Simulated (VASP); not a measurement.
## ZnS (Wurtzite-2H): single point with LDA

**Measured values to compare with.**

A printed reference work, monograph reports, for a bulk crystal of ZnS at 4 K: band gap 3.911 eV (direct).

Crystal: ZnS (Wurtzite-2H).

```
Zn S
1.0
     3.78542    0.00000    0.00000
    -1.89271    3.27827    0.00000
     0.00000    0.00000    6.19216
Zn S
2 2
Direct
  0.66667 0.33333 0.50000
  0.33333 0.66667 0.00000
  0.66667 0.33333 0.88500
  0.33333 0.66667 0.38500
```

```json
{"Program": "VASP 6.6.1", "Task": "single point", "Functional": "LDA", "Potentials or basis": "VASP PAW LDA potentials, release 64 (Zn, S)", "Cutoff": "520 eV", "k mesh": "8 × 8 × 5", "Occupations": "fermi-dirac, width 0.05 eV", "Spin": "no spin polarisation", "Dipole correction": "no", "Further INCAR settings": "ALGO = Normal; EDIFF = 1e-07; NBANDS = 26"}
```

The pressure is -2.2 GPa. The largest force is 0.322 eV/Å. The band gap on the k mesh is 2.12 eV, direct.

Forces in eV/Å, atoms in the order of the input:
```
Zn   0.000  0.000  0.322
Zn   0.000  0.000  0.322
S    0.000  0.000 -0.322
S    0.000  0.000 -0.322
```

Stress tensor (GPa, compression positive):
```
-1.62  0.00  0.00
 0.00 -1.62  0.00
 0.00  0.00 -3.46
```

Levels at points of the mesh, in eV from the valence-band top:
```
           k point  band 14  band 15  band 16  band 17  band 18  band 19  band 20  band 21  band 22  band 23
(0.00, 0.00, 0.00)    -0.90    -0.90    -0.01    -0.01     0.00     2.12     2.84     6.14     6.14     6.45
(0.50, 0.00, 0.00)    -4.38    -3.31    -2.35    -1.66    -1.03     3.40     4.15     4.99     7.00     7.35
```

It took 19 s on 1 thread of Intel(R) Xeon(R) 6975P-C (Granite Rapids), with other jobs on the host, peak memory 0.18 GiB.

Measured gap of ZnS: 3.911 eV (direct; 4 K; a printed reference work, monograph). This calculation gives 2.12 eV (-1.79 eV). The value is that of LDA, without temperature or zero-point motion. Semilocal functionals fall short of measured gaps as a rule.
